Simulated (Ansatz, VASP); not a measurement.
**One calculation of Al2Au, two programs**

INCAR

```
ALGO = Normal ; EDIFF = 1E-7
ENCUT = 520 ; GGA = PE
ISIF = 2 ; ISMEAR = -1
LASPH = True ; LCHARG = False
LREAL = False ; LWAVE = False
NBANDS = 16 ; NELM = 60
PREC = Accurate ; SIGMA = 0.05
```

KPOINTS

```
k-points
0
Gamma
  8 8 8
```

POSCAR

```
Al2Au
1.0
    0.0000000000      2.9798651651      2.9798651651
    2.9798651651      0.0000000000      2.9798651651
    2.9798651651      2.9798651651      0.0000000000
Au Al
1 2
Direct
    0.0000000000      0.0000000000      0.0000000000
    0.7500000000      0.7500000000      0.7500000000
    0.2500000000      0.2500000000      0.2500000000
```

The input input.yaml:

```yaml
crystal:
  lattice:
    - [0.0, 2.9798651651, 2.9798651651]
    - [2.9798651651, 0.0, 2.9798651651]
    - [2.9798651651, 2.9798651651, 0.0]
  atoms:
    - { symbol: Au, position: [0.0, 0.0, 0.0] }
    - { symbol: Al, position: [0.75, 0.75, 0.75] }
    - { symbol: Al, position: [0.25, 0.25, 0.25] }
hamiltonian:
  xc: pbe
  pseudopotentials: { kind: paw }
kpoints:
  mp_grid: { grid: [8, 8, 8] }
scf:
  occupations: { method: fermi_dirac, width: 0.05 }
output:
  forces: true
  stress: true
  eigenvalues: true
```

Change from the starting cell: volume scaled by 0.98.

Alike in both runs: task single point; functional PBE; k mesh 8 × 8 × 8; occupations fermi-dirac, width 0.05 eV; no spin polarisation.

|  | VASP | Ansatz |
| --- | --- | --- |
| version | VASP 6.6.1 | Ansatz 0.2.0 |
| potentials or method | VASP PAW PBE potentials, release 64 (Au, Al) | Ansatz PAW |
| plane-wave cutoff (eV) | 520 | 420 |
| valence electrons in the cell | 17 | 25 |

Ansatz gave:

```
gap on the k mesh at the Fermi level (eV) : none
pressure (GPa)                            : 5.8
```

Problem. What did VASP give for the same quantities?

Solution. gap on the k mesh at the Fermi level (eV): none; pressure (GPa): 5.6.

A gap of «none» marks a metal or a gap that the smearing closes. The two sets of potentials don't hold the same shells in valence.

The runs have no spin-orbit coupling, so splittings on Au are missing.
